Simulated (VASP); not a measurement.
# Na (Im-3m) in VASP: reference runs

Aim: a first look at Na with PBE, on the cell as given and on a disturbed one.

Everything below comes from runs of VASP 6.6.1. Logs are shortened: lines on timing, memory, paths and dates and some standing lists are left out, and cuts for length are marked.

## 1. Starting point

The structure is cubic, space group Im-3m (No. 229). Conventional cell: a = 4.282 Å, b = 4.282 Å, c = 4.282 Å, α = 90.00°, β = 90.00°, γ = 90.00°. Na (site symmetry m-3m) is surrounded by 8 Na at 3.71 Å.

## 2. Single point, PBE

Input file INCAR:

```
SYSTEM = Na
  PREC = Accurate
  ENCUT = 520
  EDIFF = 1E-7
  ISMEAR = -1
  SIGMA = 0.05
  LREAL = .False.
  LASPH = .True.
  NELM = 80
  ALGO = Normal
  ISIF = 2
  LWAVE = .False.
  LCHARG = .False.
  GGA = PE
  NBANDS = 10
```

Input file KPOINTS:

```
regular mesh
0
Gamma
  9 9 9
  0 0 0
```

Input file POSCAR:

```
Na
1.0
   -2.1410000000      2.1410000000      2.1410000000
    2.1410000000     -2.1410000000      2.1410000000
    2.1410000000      2.1410000000     -2.1410000000
Na
1
Direct
    0.0000000000      0.0000000000      0.0000000000
```

Potentials or basis: VASP PAW PBE potentials, release 64 (Na_pv).

On the command line:

```bash
$ cat potpaw_PBE.64/Na_pv/POTCAR > POTCAR
$ mpirun -np 1 vasp_std > vasp.out
```

OUTCAR:

```text
SYSTEM = Na
   PREC = Accurate
   ENCUT = 520
   EDIFF = 1E-7
   ISMEAR = -1
   LREAL = .False.
   LASPH = .True.
   NELM = 80
   ISIF = 2
   GGA = PE

 ion  position               nearest neighbor table
   1  0.000  0.000  0.000-

  LATTYP: Found a body centered cubic cell.
 ALAT       =     4.2820000000

  Lattice vectors:

 A1 = (  -2.1410000000,   2.1410000000,   2.1410000000)
 A2 = (   2.1410000000,  -2.1410000000,   2.1410000000)
 A3 = (   2.1410000000,   2.1410000000,  -2.1410000000)

Analysis of symmetry for initial positions (statically):
=====================================================================
 Subroutine PRICEL returns:
 Original cell was already a primitive cell.

 Routine SETGRP: Setting up the symmetry group for a
 body centered cubic supercell.

 Subroutine GETGRP returns: Found 48 space group operations
 (whereof 48 operations were pure point group operations)
 out of a pool of 48 trial point group operations.

The static configuration has the point symmetry O_h .

Analysis of symmetry for dynamics (positions and initial velocities):
=====================================================================
 Subroutine PRICEL returns:
 Original cell was already a primitive cell.

 Routine SETGRP: Setting up the symmetry group for a
 body centered cubic supercell.

 Subroutine GETGRP returns: Found 48 space group operations
 (whereof 48 operations were pure point group operations)
 out of a pool of 48 trial point group operations.

The dynamic configuration has the point symmetry O_h .

 Subroutine INISYM returns: Found 48 space group operations
 (whereof 48 operations are pure point group operations),
 and found     1 'primitive' translations

----------------------------------------------------------------------------------------

                                     Primitive cell

  volume of cell :      39.2564

  direct lattice vectors                    reciprocal lattice vectors
    -2.141000000  2.141000000  2.141000000     0.000000000  0.233535731  0.233535731
     2.141000000 -2.141000000  2.141000000     0.233535731  0.000000000  0.233535731
     2.141000000  2.141000000 -2.141000000     0.233535731  0.233535731  0.000000000

  length of vectors
     3.708320779  3.708320779  3.708320779     0.330269398  0.330269398  0.330269398

  position of ions in fractional coordinates (direct lattice)
     0.000000000  0.000000000  0.000000000
[... 89 lines left out ...]
   NSW    =      0    number of steps for IOM
   IBRION =     -1    ionic relax: 0-MD 1-quasi-New 2-CG
   NFREE  =      0    steps in history (QN), initial steepest desc. (CG)
   ISIF   =      2    stress and relaxation
   ISYM   =      2    0-nonsym 1-usesym 2-fastsym
   POTIM  = 0.5000    time-step for ionic-motion
   TEBEG  =    0.0;   TEEND  =   0.0 temperature during run
   PSTRESS=    0.0 pullay stress
   NELECT =       7.0000    total number of electrons
   NUPDOWN=      -1.0000    fix difference up-down
   EMIN   =  10.00;   EMAX   =-10.00  energy-range for DOS
   EFERMI =   0.00;   METHOD = LEGACY
   ISMEAR =    -1;   SIGMA  =   0.05  broadening in eV -4-tet -1-fermi 0-gaus
   EFERMI_NEDOS =   21; number of points for ismear=-14 and -15
   IALGO  =     38    algorithm
   IMIX   =      4    mixing-type and parameters
     AMIX     =   0.40;   BMIX     =  1.00
     AMIX_MAG =   1.60;   BMIX_MAG =  1.00
  volume/ion in A,a.u.               =      39.26       264.91
  Fermi-wavevector in a.u.,A,eV,Ry     =   0.921448  1.741284 11.552251  0.849066
  Thomas-Fermi vector in A             =   2.046866
   LORBIT       =      0    0 simple, 1 ext, 2 COOP (PROOUT), +10 PAW based schemes
   GGA     = PE    functional components
   LHFCALC =     F    Hartree Fock is set to
   AEXX    =    0.0000 exact exchange contribution
   IVDW    =     0    specifies the selected vdW correction
   LEPSILON=     F    determine dielectric tensor
   LRPA    =     F    only Hartree local field effects (RPA)
 non-spin polarized calculation
  energy-cutoff  :      520.00
  volume of cell :       39.26
 maximum number of plane-waves:      1075
   NGX = 13   NGY = 13   NGZ = 13

 number of electron       7.0000011 magnetization

 Free energy of the ion-electron system (eV)
  ---------------------------------------------------
  ext. energy  EPLUGINS =         0.00000000
  ---------------------------------------------------
  free energy    TOTEN  =        -1.31456418 eV

  energy without entropy =       -1.31128182  energy(sigma->0) =       -1.31292300

 E-fermi :   0.1574     XC(G=0):  -6.3551

 val. band max:        0.0615496389   @ k =  -0.3333   0.4444   0.1111
 cond. band min:       0.2538281564   @ k =   0.4444   0.0000   0.0000
 fundamental gap:      0.1922785175
 Fermi energy:         0.1573920814

 k-point     1 :       0.0000    0.0000    0.0000
  band No.  band energies     occupation
      1     -24.7786      2.00000
      2     -24.7786      2.00000
      3     -24.7786      2.00000
      4      -2.9901      2.00000
      5      11.5350      0.00000
      6      11.5350      0.00000
      7      11.5350      0.00000
      8      12.5038      0.00000
      9      12.5038      0.00000
     10      13.0365      0.00000
[... 430 lines left out ...]
 k-point    35 :      -0.4444    0.4444    0.4444
  band No.  band energies     occupation
      1     -24.7996      2.00000
      2     -24.7991      2.00000
      3     -24.7991      2.00000
      4       3.2958      0.00000
      5       4.6974      0.00000
      6       4.9631      0.00000
      7       4.9631      0.00000
      8       5.9038      0.00000
      9       7.9421      0.00000
     10      17.8392      0.00000

------------------------ aborting loop because EDIFF is reached ----------------------------------------

  FORCE on cell =-STRESS in cart. coord.  units (eV):
  Direction    XX          YY          ZZ          XY          YZ          ZX
  --------------------------------------------------------------------------------------
  -------------------------------------------------------------------------------------
  Total       -0.1075828     -0.1075828     -0.1075828      0.0000000     -0.0000000      0.0000000
  in kB       -4.3907986     -4.3907986     -4.3907986      0.0000000     -0.0000000      0.0000000
  external PRESSURE =      -4.3907986 kB  Pullay stress =       0.0000000 kB

 VOLUME and BASIS-vectors are now :
 -----------------------------------------------------------------------------
  energy-cutoff  :      520.00
  volume of cell :       39.26
      direct lattice vectors                 reciprocal lattice vectors
    -2.141000000  2.141000000  2.141000000     0.000000000  0.233535731  0.233535731
     2.141000000 -2.141000000  2.141000000     0.233535731  0.000000000  0.233535731
     2.141000000  2.141000000 -2.141000000     0.233535731  0.233535731  0.000000000

 POSITION                                       TOTAL-FORCE (eV/Angst)
 -----------------------------------------------------------------------------------
      0.00000      0.00000      0.00000         0.000000     -0.000000      0.000000
 -----------------------------------------------------------------------------------
    total drift:                                0.000000     -0.000000      0.000000

  FREE ENERGIE OF THE ION-ELECTRON SYSTEM (eV)
  ---------------------------------------------------
  free  energy   TOTEN  =        -1.3145641763 eV

  energy  without entropy=       -1.3112818198  energy(sigma->0) =       -1.31292300
```

OSZICAR:

```text
N       E                     dE             d eps       ncg     rms          rms(c)
DAV:   1     0.274533651095E+02    0.27453E+02   -0.37856E+03   700   0.570E+02
DAV:   2    -0.730781943412E+00   -0.28184E+02   -0.27933E+02   726   0.143E+02
DAV:   3    -0.130979007045E+01   -0.57901E+00   -0.57853E+00   860   0.238E+01
DAV:   4    -0.131494271052E+01   -0.51526E-02   -0.51524E-02   834   0.215E+00
DAV:   5    -0.131501720418E+01   -0.74494E-04   -0.74493E-04   808   0.254E-01    0.202E-01
DAV:   6    -0.131475266037E+01    0.26454E-03   -0.48922E-04   832   0.264E-01    0.136E-01
DAV:   7    -0.131457188511E+01    0.18078E-03   -0.10117E-03   796   0.315E-01    0.157E-02
DAV:   8    -0.131456377909E+01    0.81060E-05   -0.47622E-05   888   0.113E-01    0.237E-03
DAV:   9    -0.131456412297E+01   -0.34389E-06   -0.27129E-07   814   0.522E-03    0.108E-03
DAV:  10    -0.131456417628E+01   -0.53310E-07   -0.54607E-08   794   0.203E-03
   1 F= -.13145642E+01 E0= -.13129230E+01  d E =-.328236E-02
```

Wall time 19 s (1 thread of AMD EPYC 7R43 (Zen 3), shared host); peak memory 0.11 GiB.

What came out:

| Item | Value |
| --- | --- |
| Free energy | -1.3146 eV |
| Pressure | -0.4 GPa |
| Band gap on the k mesh | none (metal or under the smearing width) |

## 3. Single point, PBE (cell strained at random at fixed volume)

Input file INCAR:

```
SYSTEM = Na
PREC = Accurate ; ENCUT = 520
EDIFF = 1E-7 ; ISMEAR = -1
SIGMA = 0.05 ; LREAL = .FALSE.
LASPH = .TRUE. ; NELM = 60
ALGO = Normal ; ISIF = 2
LWAVE = .FALSE. ; LCHARG = .FALSE.
GGA = PE ; NBANDS = 10
```

Input file KPOINTS:

```
Automatic mesh
0
G
  9 9 9
  0 0 0
```

Input file POSCAR:

```
Na
1.0
   -2.0576110000      2.1435560000      2.1993280000
    2.1081360000     -2.0830750000      2.1893720000
    2.0920000000      2.1174640000     -2.1388470000
Na
1
Direct
   -0.0012990000     -0.0002080000     -0.0053070000
```

Potentials or basis: VASP PAW PBE potentials, release 64 (Na_pv).

On the command line:

```bash
$ cat potpaw_PBE.64/Na_pv/POTCAR > POTCAR
$ mpirun -np 1 vasp_std > vasp.out
```

It took 1.9 min on 1 thread of AMD EPYC 7R43 (Zen 3), shared host; peak memory 0.19 GiB.

Results (log left out):

```yaml
Free_energy: -1.3128 eV
Pressure: -0.4 GPa
Band_gap_on_the_k_mesh: none (metal or under the smearing width)
```

Stress tensor (GPa, compression positive):
```
-0.40 -0.09 -0.15
-0.09 -0.37 -0.20
-0.15 -0.20 -0.51
```

Levels at points of the mesh, in eV from the Fermi level:
```tsv
k point	band 2	band 3	band 4	band 5	band 6	band 7
(0.00, 0.00, 0.00)	-24.96	-24.96	-3.17	10.95	11.23	11.71
```
